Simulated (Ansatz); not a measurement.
# Dielectric response of NaCl (001) films, part 2 of 5

Wanted: ε of rocksalt NaCl (001) by finite fields on slabs, and the band edges against the vacuum where run.

Ansatz 0.2.0; plane-wave DFT, PBEsol, Ansatz PAW (the session's first sound run).

So far, gap on the k-mesh (eV): step 2 (relaxation, 6 atoms, units 3) 5.00.

## Step 3: The relaxed film, single point, 6 atoms, units 3

The film was relaxed beforehand; a single point on the relaxed positions gives its levels and potential.

The input, input.yaml:

```yaml
crystal:
  lattice:
    - [3.98808225, 0.0, 0.0]
    - [0.0, 3.98808225, 0.0]
    - [0.0, 0.0, 23.64]
  atoms:
    - { symbol: Na, position: [0.5, 0.5, 0.384175674] }
    - { symbol: Cl, position: [0.0, 0.0, 0.3804862803] }
    - { symbol: Na, position: [0.0, 0.0, 0.5000000007] }
    - { symbol: Cl, position: [0.5, 0.5, 0.4999999991] }
    - { symbol: Na, position: [0.5, 0.5, 0.6158243271] }
    - { symbol: Cl, position: [0.0, 0.0, 0.6195137188] }
kpoints:
  mp_grid: { grid: [8, 8, 1] }
hamiltonian:
  xc: pbesol
scf:
  occupations: { method: fixed }
  convergence: { dr2_threshold: 1.0e-09 }
efield:
  axis: 3
  dipole_correction: true
  ramp_position: 0.97
  ramp_width: 0.06
output:
  eigenvalues: true
  write_potential: true
  write_density: true
  volumetric_format: npy
```

Launch:

```bash
> ansatz run input.yaml --threads 4 --pin off --max-ram 12288MiB --backend cpu --events-out ev --progress --plain --runs-dir out
```

Numbers of over 12 decimals in the logs are rounded to 6 here.

The program printed:

```text
[...]
Crystal: 6 atoms, lattice volume = 375.989 Å³
Basis set: ecut = 420 eV, 7399 PW (Γ)
Bands: 30, of which v1, the nominal top of the filled ones, is band 24 counted from 1 (23 counted from 0)
Symmetry: 8 space group operations
k-points: 15 of 64
[...]
SCF iter   1: F=—  HF=-7620.519380 eV  |F-HF|=—  |Δ(HF+E_count)|=         —  Δρ=2.07e-3  dr2=2.34e-2  ethr=1.77e-3  p=0.000 e·Å  D=1.90e-8 V/Å  ΔV_dip=-0.00 eV  dr2_dipole=4.87e-10  V_vac-E_F(+/−)=6.83/6.83 eV  ⟨swp⟩=5.5  Hψ=1837  notcnv=0  defer=53
[...]
SCF iter   8: F=-7620.512271 eV  HF=-7620.512271 eV  |F-HF|=1.89e-10  |Δ(HF+E_count)|=   6.64e-9  Δρ=2.02e-7  dr2=1.00e-10  ethr=2.08e-12  p=-0.000 e·Å  D=-3.56e-8 V/Å  ΔV_dip=0.00 eV  dr2_dipole=2.25e-14  V_vac-E_F(+/−)=6.69/6.69 eV  ⟨swp⟩=13.7  Hψ=2182  notcnv=0
SCF 1 converged in 8 iterations: F = -7620.512271 eV  dr2 = 1.00e-10
[...]
WARN: The output density's exchange-correlation potential varies sharply where the density is thin. Do not read a vacuum level from v_tot or v_xc, or from such a field of the output density. On a cell that repeats whose density bears no net charge and no dipole along the vacuum's axis use v_es (v_loc + v_h of the components); under efield.dipole_correction with no amplitude use v_es + v_field, which holds any externa [...]
SCF converged after 8 iterations
Free energy (F): -7620.512271 eV
[...]
Internal energy: -7620.512271 eV  (E = F + TS)
E sigma→0 (E₀):  -7620.512271 eV
Fermi energy:    -3.913067 eV
Dipole field:    D = 0.000000 V/Å  (p = 0.000000 e·Å, saw-weighted, corrected)
Work function:   Φ+ = 6.6884 eV   Φ− = 6.6884 eV
[...]
--- Band table (eV; the first three rows and the last of 15) ---
  k-point 0: bands = [... 20 lower, -4.0500, -4.0500, -3.9131, -3.9131, 1.0836, 1.6610, 2.5964, 3.1016, ... 2 higher]
  k-point 1: bands = [... 20 lower, -4.1014, -4.0422, -3.9883, -3.9204, 1.3793, 1.8432, 2.7426, 3.2446, ... 2 higher]
  k-point 2: bands = [... 20 lower, -4.1886, -4.0365, -4.0230, -3.9430, 2.0822, 2.2883, 3.0967, 3.5780, ... 2 higher]
  k-point 14: bands = [... 20 lower, -4.6277, -4.6277, -4.2314, -4.1434, 3.4552, 3.9006, 4.0707, 4.3750, ... 2 higher]
```

Run time: 5.3 s. Hardware: 4 threads of Arm Neoverse V1, shared host; peak memory 0.66 GiB; 20 s of CPU time.

Numbers from this step:

```
gap on the k-mesh             : 4.997 eV
dipole along the normal       : 2.32e-7 e·Å
ionisation energy, upper face : 6.688 eV
```

Running mean over 2.82 Å of the planar mean; the ramp of the sawtooth is left out. Table of electron's electrostatic potential energy less the highest filled level by z:

```tsv
z (Å)	electron's electrostatic potential energy less the highest filled level (eV)
3.0	6.69
3.5	6.69
4.0	6.69
4.5	6.69
5.0	6.69
5.5	6.68
6.0	6.66
6.5	6.56
7.0	6.06
7.5	4.39
8.0	2.20
8.5	1.24
9.0	1.05
9.5	1.01
10.0	0.946
10.5	0.863
11.0	0.949
11.5	0.988
12.0	0.991
12.5	0.968
13.0	0.876
13.5	0.911
14.0	1.00
14.5	1.03
15.0	1.15
15.5	1.78
16.0	3.74
16.5	5.73
17.0	6.49
17.5	6.64
18.0	6.68
18.5	6.69
19.0	6.69
19.5	6.69
20.0	6.69
20.5	6.69
```

The gap is 5.00 eV, with the valence edge 6.69 eV and the conduction edge 1.69 eV under the upper vacuum level.

## Step 4: Single point, 6 atoms, units 3, field 0.1 V/Å

A sawtooth potential applies the field, turning back in the middle of the vacuum. With the dipole correction the typed value is the field outside the slab. The induced dipole is small, so the SCF threshold is tight.

input.yaml, as its differences from that of step 3:

```diff
@@ -18,3 +18,3 @@
   occupations: { method: fixed }
-  convergence: { dr2_threshold: 1.0e-09 }
+  convergence: { dr2_threshold: 1.0e-10 }
 efield:
@@ -22,6 +22,6 @@
   dipole_correction: true
-  ramp_position: 0.97
-  ramp_width: 0.06
+  ramp_position: 0.9695
+  ramp_width: 0.0611
+  amplitude: 0.1
 output:
-  eigenvalues: true
   write_potential: true
```

The program printed:

```text
[...]
Crystal: 6 atoms, lattice volume = 375.989 Å³
Basis set: ecut = 420 eV, 7399 PW (Γ)
Bands: 30, of which v1, the nominal top of the filled ones, is band 24 counted from 1 (23 counted from 0)
Symmetry: 8 space group operations
k-points: 15 of 64
[...]
SCF iter   1: F=—  HF=-7621.340263 eV  |F-HF|=—  |Δ(HF+E_count)|=         —  Δρ=1.63e-2  dr2=2.52e0  ethr=3.10e-3  p=0.074 e·Å  D=3.55e-2 V/Å  ΔV_dip=-0.84 eV  dr2_dipole=9.53e-4  V_vac-E_F(+/−)=10.35/9.03 eV  ⟨swp⟩=5.3  Hψ=1728  notcnv=0  defer=49
[...]
SCF iter  10: F=-7620.514640 eV  HF=-7620.514640 eV  |F-HF|=3.27e-11  |Δ(HF+E_count)|=  7.97e-10  Δρ=7.31e-8  dr2=2.10e-11  ethr=1.00e-12  p=0.047 e·Å  D=2.28e-2 V/Å  ΔV_dip=-0.54 eV  dr2_dipole=9.31e-14  V_vac-E_F(+/−)=7.42/5.80 eV  ⟨swp⟩=12.0  Hψ=2079  notcnv=0
SCF 1 converged in 10 iterations: F = -7620.514640 eV  dr2 = 2.10e-11
[...]
SCF converged after 10 iterations
[...]
Free energy (F): -7620.514640 eV
[...]
Internal energy: -7620.514640 eV  (E = F + TS)
E sigma→0 (E₀):  -7620.514640 eV
Fermi energy:    -3.864350 eV
Dipole field:    D = 0.022803 V/Å  (p = 0.047380 e·Å, saw-weighted, corrected)
Work function:   not extracted (applied field tilts the vacuum); planar V_es + V_field profile in the machine report
[...]
--- Band table (eV; the first three rows and the last of 15) ---
  k-point 0: bands = [... 20 lower, -4.0913, -4.0628, -3.8644, -3.8644, 1.0403, 1.6697, 2.4081, 2.9740, ... 2 higher]
  k-point 1: bands = [... 20 lower, -4.0878, -4.0730, -3.9677, -3.8675, 1.3216, 1.8645, 2.5676, 3.1080, ... 2 higher]
  k-point 2: bands = [... 20 lower, -4.1968, -4.0837, -4.0102, -3.8759, 1.9638, 2.3710, 2.9916, 3.3755, ... 2 higher]
  k-point 14: bands = [... 20 lower, -4.6056, -4.6056, -4.3067, -4.0693, 3.4207, 3.9315, 4.0689, 4.3663, ... 2 higher]
```

Run time: 5.6 s. Hardware: 4 threads; peak memory 0.64 GiB; 21 s of CPU time.

Numbers from this step:

* gap on the k-mesh: 4.905 eV
* dipole along the normal: 0.04738 e·Å

The dipole is 0.0474 e·Å, and the gap on the mesh 4.905 eV.

## Step 5: Atoms held, 6 atoms, units 3, field -0.1 V/Å

input.yaml, as its differences from that of step 4:

```diff
@@ -24,3 +24,3 @@
   ramp_width: 0.0611
-  amplitude: 0.1
+  amplitude: -0.1
 output:
```

The program printed:

```text
[...]
Crystal: 6 atoms, lattice volume = 375.989 Å³
Basis set: ecut = 420 eV, 7399 PW (Γ)
Bands: 30, of which v1, the nominal top of the filled ones, is band 24 counted from 1 (23 counted from 0)
Symmetry: 8 space group operations
k-points: 15 of 64
[...]
k-point 0: bands = [... 20 lower, -4.0911, -4.0626, -3.8642, -3.8642, 1.0405, 1.6699, 2.4081, 2.9740, ... 2 higher]
  k-point 1: bands = [... 20 lower, -4.0876, -4.0728, -3.9676, -3.8674, 1.3217, 1.8646, 2.5676, 3.1080, ... 2 higher]
  k-point 2: bands = [... 20 lower, -4.1966, -4.0835, -4.0100, -3.8757, 1.9640, 2.3712, 2.9917, 3.3755, ... 2 higher]
  k-point 14: bands = [... 20 lower, -4.6054, -4.6054, -4.3065, -4.0691, 3.4209, 3.9316, 4.0691, 4.3665, ... 2 higher]
[key lines of the parts left out:]
SCF converged after 10 iterations
Free energy (F): -7620.514640 eV
Fermi energy:    -3.864168 eV
Dipole field:    D = -0.022803 V/Å  (p = -0.047381 e·Å, saw-weighted, corrected)
```

It took 6.4 s on 4 threads; peak memory 0.64 GiB; 23 s of CPU time.

The dipole is -0.0474 e·Å, and the gap on the mesh 4.905 eV.

## Step 6: Response with the atoms held, 6 atoms, units 3

This step: plane-wave DFT, PBEsol, Ansatz PAW; response to a field along the normal, atoms held (Ansatz 0.2.0).

The two fields give this film's response with the atoms held: the electronic part.

This step gave:

```yaml
equivalent_conductor_thickness_p_eps_0ae: 5.391 Å
distance_between_the_outer_atoms: 5.651 Å
thickness: 8.46 Å
```

Local field over the applied field, running mean. From the potentials at -0.1 and 0.1 V/Å; running mean over 2.82 Å, taken twice. Local field over applied field against z:

z (Å), local field over applied field and a bar from the least value:
```
      4.5      0.996 ##############################
      5.0      0.988 #############################
      5.5      0.968 #############################
      6.0      0.930 ###########################
      6.5      0.868 ########################
      7.0      0.784 ####################
      7.5      0.686 ###############
      8.0      0.589 ##########
      8.5      0.503 ######
      9.0      0.440 ###
      9.5      0.402 #
     10.0      0.386 
     10.5      0.384 
     11.0      0.386 
     11.5      0.388 
     12.0      0.389 
     12.5      0.387 
     13.0      0.384 
     13.5      0.384 
     14.0      0.396 #
     14.5      0.427 ##
     15.0      0.483 #####
     15.5      0.563 #########
     16.0      0.658 #############
     16.5      0.757 ##################
     17.0      0.846 #######################
     17.5      0.915 ##########################
     18.0      0.960 ############################
     18.5      0.984 #############################
     19.0      0.994 ##############################
     19.5      0.998 ##############################
```

Electrons, planar mean, per unit field. Table of induced electron density by z:

```tsv
z (Å)	induced electron density (e/Å³ per V/Å)
4.5	3.5e-6
5.0	1.2e-5
5.5	3.8e-5
6.0	1.2e-4
6.5	3.4e-4
7.0	9.1e-4
7.5	0.00207
8.0	0.00320
8.5	0.00194
9.0	4.9e-6
9.5	-0.00167
10.0	-0.00202
10.5	3.0e-4
11.0	0.00213
11.5	0.00113
12.0	-6.4e-4
12.5	-0.00213
13.0	-0.00101
13.5	0.00150
14.0	0.00217
14.5	4.2e-4
15.0	-0.00133
15.5	-0.00318
16.0	-0.00247
16.5	-0.00117
17.0	-4.5e-4
17.5	-1.6e-4
18.0	-5.2e-5
18.5	-1.6e-5
19.0	-4.9e-6
19.5	-1.4e-6
```

By hand: between -0.1 and 0.1 V/Å the dipole changes by 0.09476 e·Å, a slope of 0.4738 e·Å²/V. A perfect conductor of thickness t has p = ε₀AEt, so t = 180.95 × 0.4738 / 15.905 = 5.39 Å (e/ε₀ = 180.95 V·Å, A in Å²).

The induced dipole is that of a conductor 5.39 Å thick.

## Step 7: Relaxing in the field, 6 atoms, field 0.05 V/Å

This step: plane-wave DFT, PBEsol, Ansatz PAW (Ansatz 0.2.0).

Now the atoms may follow the field. A weak field makes forces of meV/Å to tens of meV/Å, so the force tolerance is set well below the usual one.

input.yaml, as its differences from that of step 5:

```diff
@@ -22,5 +22,8 @@
   dipole_correction: true
-  ramp_position: 0.9695
-  ramp_width: 0.0611
-  amplitude: -0.1
+  ramp_position: 0.97
+  ramp_width: 0.06
+  amplitude: 0.05
+relax:
+  f_tol: 0.0006
+  max_steps: 70
 output:
```

The program printed:

```text
[...]
Crystal: 6 atoms, lattice volume = 375.989 Å³
Basis set: ecut = 420 eV, 7399 PW (Γ), exchange–correlation on 54×54×320 points (8 copies of the dense FFT grid, shifted against one another)
Bands: 30, of which v1, the nominal top of the filled ones, is band 24 counted from 1 (23 counted from 0)
Symmetry: 8 space group operations
k-points: 15 of 64
[...]
SCF iter   1: F=—  HF=-7621.337823 eV  |F-HF|=—  |Δ(HF+E_count)|=         —  Δρ=1.63e-2  dr2=2.52e0  ethr=3.10e-3  p=0.037 e·Å  D=1.78e-2 V/Å  ΔV_dip=-0.42 eV  dr2_dipole=2.39e-4  V_vac-E_F(+/−)=10.04/9.38 eV  ⟨swp⟩=5.3  Hψ=1753  notcnv=0  defer=50
[...]
SCF iter  10: F=-7620.513041 eV  HF=-7620.513041 eV  |F-HF|=2.55e-11  |Δ(HF+E_count)|=   1.71e-9  Δρ=6.83e-8  dr2=1.55e-11  ethr=1.00e-12  p=0.024 e·Å  D=1.14e-2 V/Å  ΔV_dip=-0.27 eV  dr2_dipole=8.43e-15  V_vac-E_F(+/−)=7.06/6.25 eV  ⟨swp⟩=4.9  Hψ=2248  notcnv=0
SCF 1 converged in 10 iterations: F = -7620.513041 eV  dr2 = 1.55e-11
[...]
relax step   1: F+E_penalty+E_count = -7620.51304100 eV  Δ(F+E_penalty+E_count) = +0.000e0 eV  max|allowed force component| = 2.203e-2 eV/Å  Δτ_max = 0.0000 Å  (10 SCF iters, accepted)
[...]
SCF iter   8: F=-7620.513274 eV  HF=-7620.513274 eV  |F-HF|=4.55e-11  |Δ(HF+E_count)|=  2.01e-10  Δρ=2.20e-8  dr2=2.04e-12  ethr=1.00e-12  p=0.036 e·Å  D=1.71e-2 V/Å  ΔV_dip=-0.40 eV  dr2_dipole=6.11e-14  V_vac-E_F(+/−)=7.01/6.33 eV  ⟨swp⟩=6.0  Hψ=1880  notcnv=0
SCF 2 converged in 8 iterations: F = -7620.513274 eV  dr2 = 2.04e-12
relax step   2: F+E_penalty+E_count = -7620.51327420 eV  Δ(F+E_penalty+E_count) = -2.332e-4 eV  max|allowed force component| = 8.702e-3 eV/Å  Δτ_max = 0.0081 Å  (8 SCF iters, accepted)
SCF iter   1: F=—  HF=-7620.513213 eV  |F-HF|=—  |Δ(HF+E_count)|=         —  Δρ=3.62e-5  dr2=2.74e-5  ethr=9.82e-7  p=0.036 e·Å  D=1.71e-2 V/Å  ΔV_dip=-0.40 eV  dr2_dipole=6.88e-7  V_vac-E_F(+/−)=7.01/6.33 eV  ⟨swp⟩=2.6  Hψ=873  notcnv=0  defer=60
[...]
SCF iter   6: F=-7620.513307 eV  HF=-7620.513307 eV  |F-HF|=1.85e-10  |Δ(HF+E_count)|=  6.55e-10  Δρ=1.00e-7  dr2=2.05e-11  ethr=1.00e-12  p=0.034 e·Å  D=1.65e-2 V/Å  ΔV_dip=-0.39 eV  dr2_dipole=7.72e-14  V_vac-E_F(+/−)=7.02/6.33 eV  ⟨swp⟩=6.0  Hψ=2057  notcnv=0
SCF 3 converged in 6 iterations: F = -7620.513307 eV  dr2 = 2.05e-11
relax step   3: F+E_penalty+E_count = -7620.51330749 eV  Δ(F+E_penalty+E_count) = -3.329e-5 eV  max|allowed force component| = 1.088e-3 eV/Å  Δτ_max = 0.0030 Å  (6 SCF iters, accepted)
SCF iter   1: F=—  HF=-7620.513308 eV  |F-HF|=—  |Δ(HF+E_count)|=         —  Δρ=3.06e-6  dr2=1.65e-7  ethr=1.23e-9  p=0.034 e·Å  D=1.65e-2 V/Å  ΔV_dip=-0.39 eV  dr2_dipole=3.87e-9  V_vac-E_F(+/−)=7.02/6.33 eV  ⟨swp⟩=2.0  Hψ=825  notcnv=0  defer=36
[...]
SCF iter   4: F=-7620.513308 eV  HF=-7620.513308 eV  |F-HF|=3.46e-11  |Δ(HF+E_count)|=   1.70e-9  Δρ=9.55e-8  dr2=2.02e-11  ethr=1.00e-12  p=0.034 e·Å  D=1.65e-2 V/Å  ΔV_dip=-0.39 eV  dr2_dipole=4.49e-14  V_vac-E_F(+/−)=7.02/6.33 eV  ⟨swp⟩=4.9  Hψ=2189  notcnv=0
SCF 4 converged in 4 iterations: F = -7620.513308 eV  dr2 = 2.02e-11
relax step   4: F+E_penalty+E_count = -7620.51330770 eV  Δ(F+E_penalty+E_count) = -2.096e-7 eV  max|allowed force component| = 2.344e-4 eV/Å  Δτ_max = 0.0002 Å  (4 SCF iters, accepted)
NSCF: frozen V_eff on 15 k-points
the search or the solves at the SCF's close seem to have found levels that the self-consistency loop had missed (the run counts 2). By its estimate they hold under 1e-12 electrons; where the run keeps them, the occupations were computed again with them
SCF converged after 4 iterations
[...]
Free energy (F): -7620.513308 eV
[...]
Internal energy: -7620.513308 eV  (E = F + TS)
E sigma→0 (E₀):  -7620.513308 eV
Fermi energy:    -3.912361 eV
Dipole field:    D = 0.016516 V/Å  (p = 0.034318 e·Å, saw-weighted, corrected)
Work function:   not extracted (applied field tilts the vacuum); planar V_es + V_field profile in the machine report
[...]
--- Forces (eV/Å), atoms counted from 1 ---
  atom   1  Na    -0.00000000     0.00000000    -0.00008768
  atom   2  Cl    -0.00000000     0.00000000    -0.00009847
  atom   3  Na     0.00000000     0.00000000     0.00023619
  atom   4  Cl     0.00000000     0.00000000     0.00015862
  atom   5  Na     0.00000000     0.00000000    -0.00009613
  atom   6  Cl    -0.00000000     0.00000000    -0.00010204
  max |Σ_I F_I| component: 1.05e-5 eV/Å
--- Band table (eV; the first three rows and the last of 15) ---
  k-point 0: bands = [... 20 lower, -4.0525, -4.0525, -3.9124, -3.9124, 1.0797, 1.6597, 2.5758, 3.0654, ... 2 higher]
  k-point 1: bands = [... 20 lower, -4.1019, -4.0449, -3.9890, -3.9195, 1.3743, 1.8428, 2.7244, 3.2115, ... 2 higher]
  k-point 2: bands = [... 20 lower, -4.1902, -4.0370, -4.0269, -3.9407, 2.0703, 2.2948, 3.0868, 3.5418, ... 2 higher]
  k-point 14: bands = [... 20 lower, -4.6284, -4.6284, -4.2355, -4.1407, 3.4527, 3.9010, 4.0686, 4.3729, ... 2 higher]
--- Relaxed structure (4 steps of the walk, 4 accepted, 0 SCFs on fresh bases) ---
  F+E_penalty+E_count = -7620.51330770 eV   max|allowed force component| = 2.344e-4 eV/Å
  atoms:
    - { symbol: Na, position: [0.5, 0.5, 0.384413] }
    - { symbol: Cl, position: [0, 0.0, 0.380235] }
    - { symbol: Na, position: [0, 0.0, 0.500096] }
    - { symbol: Cl, position: [0.5, 0.5, 0.499953] }
    - { symbol: Na, position: [0.5, 0.5, 0.616029] }
    - { symbol: Cl, position: [0, 0.0, 0.619275] }
```

Wall time 13 s (4 threads); peak memory 0.62 GiB; 51 s of CPU time.

Relaxation path:

```tsv
step	energy less that of the first step (eV)	largest force component (eV/Å)
1	0.0000	0.0220
2	-0.0002	0.0087
3	-0.0003	0.0011
4	-0.0003	0.0002
```

Forces are held to the 8 operations that the run works with; a distortion that breaks them can't arise in this run.

The relaxed structure:

```xyz
6
Lattice="3.9881 0.0000 0.0000 0.0000 3.9881 0.0000 0.0000 0.0000 23.6400" Properties=species:S:1:pos:R:3
Na    1.9940    1.9940    9.0875
Cl    0.0000    0.0000    8.9887
Na    0.0000    0.0000   11.8223
Cl    1.9940    1.9940   11.8189
Na    1.9940    1.9940   14.5629
Cl    0.0000    0.0000   14.6397
```

Numbers from this step:

| Item | Value |
| --- | --- |
| gap on the k-mesh | 4.992 eV |
| dipole along the normal | 0.03432 e·Å |

The relaxation took 4 steps and lowered the energy by 2.7e-4 eV; the largest force on the free atoms ends at 2.3e-4 eV/Å.

The dipole is 0.0343 e·Å, and the gap on the mesh 4.992 eV.

## Step 8: Field on, atoms free, 6 atoms, field -0.05 V/Å

The opposite sign, again from the field-free geometry; the difference of the two cancels what relaxes without a field.

input.yaml, as its differences from that of step 7:

```diff
@@ -24,3 +24,3 @@
   ramp_width: 0.06
-  amplitude: 0.05
+  amplitude: -0.05
 relax:
```

The program printed:

```text
[...]
Crystal: 6 atoms, lattice volume = 375.989 Å³
Basis set: ecut = 420 eV, 7399 PW (Γ), exchange–correlation on 54×54×320 points (8 copies of the dense FFT grid, shifted against one another)
Bands: 30, of which v1, the nominal top of the filled ones, is band 24 counted from 1 (23 counted from 0)
Symmetry: 8 space group operations
k-points: 15 of 64
[...]
--- Relaxed structure (4 steps of the walk, 4 accepted, 0 SCFs on fresh bases) ---
  F+E_penalty+E_count = -7620.51330770 eV   max|allowed force component| = 2.345e-4 eV/Å
  atoms:
    - { symbol: Na, position: [0.5, 0.5, 0.383971] }
    - { symbol: Cl, position: [0, 0.0, 0.380725] }
    - { symbol: Na, position: [0, 0.0, 0.499904] }
    - { symbol: Cl, position: [0.5, 0.5, 0.500047] }
    - { symbol: Na, position: [0.5, 0.5, 0.615587] }
    - { symbol: Cl, position: [0, 0.0, 0.619765] }
[key lines of the parts left out:]
SCF converged after 4 iterations
Free energy (F): -7620.513308 eV
Fermi energy:    -3.912361 eV
Dipole field:    D = -0.016516 V/Å  (p = -0.034318 e·Å, saw-weighted, corrected)
```

It took 13 s on 4 threads; peak memory 0.62 GiB; 49 s of CPU time.

The steps of the relaxation:

```tsv
step	energy less that of the first step (eV)	largest force component (eV/Å)
1	0.0000	0.0220
2	-0.0002	0.0087
3	-0.0003	0.0011
4	-0.0003	0.0002
```

Forces are held to the 8 operations that the run works with; a distortion that breaks them can't arise in this run.

Final coordinates:

```xyz
6
Lattice="3.9881 0.0000 0.0000 0.0000 3.9881 0.0000 0.0000 0.0000 23.6400" Properties=species:S:1:pos:R:3
Na    1.9940    1.9940    9.0771
Cl    0.0000    0.0000    9.0003
Na    0.0000    0.0000   11.8177
Cl    1.9940    1.9940   11.8211
Na    1.9940    1.9940   14.5525
Cl    0.0000    0.0000   14.6513
```

The relaxation took 4 steps and lowered the energy by 2.7e-4 eV; the largest force on the free atoms ends at 2.3e-4 eV/Å.

The dipole is -0.0343 e·Å, and the gap on the mesh 4.992 eV.

[end of part 2 of 5]

[Logs are printed without paths, hosts, clocks, repeated set-up lines and the standing remarks that a program may print on its own settings, such as how far it seeks lower states.]

[Hosts, paths, dates, database ids (printed as entryN), source tags and the programs' standing remarks are cut or masked in the printed files.]

[Maps of the electrostatic potential energy from Ansatz leave out the sawtooth potential of an applied field or a dipole correction, so their vacuum need not be flat; planar profiles and work functions include it.]
